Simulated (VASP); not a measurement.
VASP inputs for TePb (strained zincblende)

INCAR

```
GGA = PE
SIGMA = 0.02
IBRION = -1
ISIF = 2
LWAVE = .FALSE.
PREC = Accurate
NSW = 0
LASPH = .TRUE.
LCHARG = .FALSE.
NELM = 120
NBANDS = 17
EDIFF = 1E-7
ISMEAR = -1
LREAL = .FALSE.
ENCUT = 520
```

KPOINTS

```
KPOINTS created by Atomic Simulation Environment
0
Gamma
6 6 6
0 0 0
```

KPOINTS_OPT

```
special points
8
Reciprocal
0.0000000000 0.0000000000 0.0000000000 1
-0.5000000000 -0.5000000000 0.0000000000 1
-0.3750000000 -0.3750000000 0.2500000000 1
-0.3750000000 0.0000000000 0.3750000000 1
0.0000000000 0.0000000000 0.5000000000 1
-0.5000000000 -0.2500000000 0.2500000000 1
0.2500000000 0.4843750000 -0.2656250000 1
0.0000000000 0.5000000000 0.5000000000 1
```

POSCAR

```
Pb Te
 1.0000000000000000
     0.0413309576249999    3.6414940643250002    3.6414940643252840
     3.6414940643250002    0.0413309576249999    3.6414940643252840
     3.6828250219999998    3.6828250219999998    0.0000000000505673
 Pb  Te
   1   1
Cartesian
 -0.0000000000001163 -0.0000000000001163  0.0169430060847227
  1.8414125109876165  1.8414125109876165  1.8038040260905615
```

VASP ran with the recommended PBE PAW datasets (20 valence electrons in the cell).

Q: Predict the results.

A: gap between bands v and c 0.58 eV; least direct gap 1.19 eV; pressure 0.5 GPa.

Band v is the last that the valence electrons fill when counted band by band, and c is the next. Levels in eV from the top of v:

| point | v−1 | v | c | c+1 |
| --- | --- | --- | --- | --- |
| Γ | -1.46 | -1.41 | 1.49 | 1.52 |
| X | -2.62 | -0.61 | 0.60 | 4.34 |
| K | -2.49 | -0.42 | 1.54 | 3.52 |
| L | -1.96 | -1.88 | 2.33 | 2.36 |
| W | -2.86 | -0.01 | 1.85 | 2.68 |
